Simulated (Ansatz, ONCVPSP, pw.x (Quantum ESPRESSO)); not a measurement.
# pw.x on fcc Li: one setting changed

Potential: optimised norm-conserving Vanderbilt (ONCV), ONCVPSP 4.0.1, PBE; core none, reference 1s2 2s1; waves: 1s+2s: rc 1.35 bohr, ncon 4, nbas 7, qcut 9.1 1/bohr, 2 projectors; p scattering state at 0.33 Ha: rc 1.25 bohr, ncon 3, nbas 6, qcut 6.6 1/bohr, 2 projectors, debl 0.8 Ha; d scattering state at 0.43 Ha: rc 1.30 bohr, ncon 5, nbas 9, qcut 7.6 1/bohr, 2 projectors, debl 3.3 Ha; local part: polynomial inside 1.00 bohr (lpopt 5, dvloc0 0 Ha); core correction: none.

The reference run (k-mesh 13³, cutoffs 85/340 Ry, Fermi–Dirac 0.01 Ry, mixing_beta 0.4, conv_thr 1e-9, no spin) gives -0.04 GPa at 20.348 Å³/atom, where all-electron LAPW gives -0.05 GPa. This run, with its own iteration cap, changes occupations to fixed, a wrong or extreme entry chosen on purpose.

```
&control
  calculation='scf', prefix='x', pseudo_dir='./', outdir='./tmp', tstress=.true., disk_io='none'
/
&system
  ibrav=0, nat=1, ntyp=1, ecutwfc=85, ecutrho=340, nbnd=8,
  occupations='fixed'
/
&electrons
  conv_thr=1e-09, mixing_beta=0.4, electron_maxstep=70
/
ATOMIC_SPECIES
Li 1.0 Li.UPF
CELL_PARAMETERS angstrom
  0.00000000 2.16685863 2.16685863
  2.16685863 0.00000000 2.16685863
  2.16685863 2.16685863 0.00000000
ATOMIC_POSITIONS crystal
Li 0.0000 0.0000 0.0000
K_POINTS automatic
13 13 13 0 0 0
```

```bash
pw.x < Li.scf.in > Li.scf.out
```

Problem. How does the run end?

Solution. It stops with "electrons: charge is wrong: smearing is needed".

```
Message from routine setup:
     the system is metallic, specify occupations
     Message from routine setup:
     using ibrav=0 with symmetry is DISCOURAGED, use correct ibrav instead
     lattice parameter (alat)  =       5.7909  a.u.
     unit-cell volume          =     137.3151 (a.u.)^3
     number of electrons       =         3.00
     number of Kohn-Sham states=            8
     kinetic-energy cutoff     =      85.0000  Ry
     charge density cutoff     =     340.0000  Ry
     scf convergence threshold =      1.0E-09
     Exchange-correlation= PBE
     number of k points=    84
     iteration #  1     ecut=    85.00 Ry     beta= 0.40
     Error in routine electrons (1):
     charge is wrong: smearing is needed
```

The run took about 4.4 s on one core of a shared host (Intel(R) Xeon(R) 6975P-C, 192 threads, 378 GiB, load 113).
